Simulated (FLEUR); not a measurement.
Crystal: NiO.

```xyz
2
Lattice="0.0000 2.0859 2.0859 2.0859 0.0000 2.0859 2.0859 2.0859 0.0000" Properties=species:S:1:pos:R:3 pbc="T T T"
Ni    0.0000    0.0000    0.0000
O     2.0859    2.0859    2.0859
```

Base run:

| Property | Result |
| --- | --- |
| Program | FLEUR MaX-R8.1 (later development tree) |
| Functional | PBEsol |
| Potentials or basis | all-electron |
| Basis | FLAPW |
| Kmax | 4.78 1/bohr |
| k mesh | 9 × 9 × 9 |
| Occupations | fermi-dirac, width 0.05 eV |
| Spin | collinear spin, ferromagnetic start |
| Starting moments | [1.0, 0.0] μB |
| Hubbard terms | Ni d U = 5 eV |

Its results: band gap on the k mesh 1.79 eV, indirect (least direct gap 2.54 eV); net moment 2.00 μB per cell; site moments Ni +1.75; O +0.22 μB.

**Question.** The run is repeated on the same cell with these changes: hubbard terms from Ni d U = 5 eV to Ni d U = 6 eV. What comes out?

**Answer.** Band gap on the k mesh 2.32 eV, indirect (least direct gap 3.03 eV); net moment 2.00 μB per cell; site moments Ni +1.77; O +0.20 μB.

Caveats: an odd mesh through Γ misses points on the zone boundary, where band edges often lie; a cell with one magnetic atom can't hold antiferromagnetic order, which such compounds often take.

Not every run made on this cell is shown here.
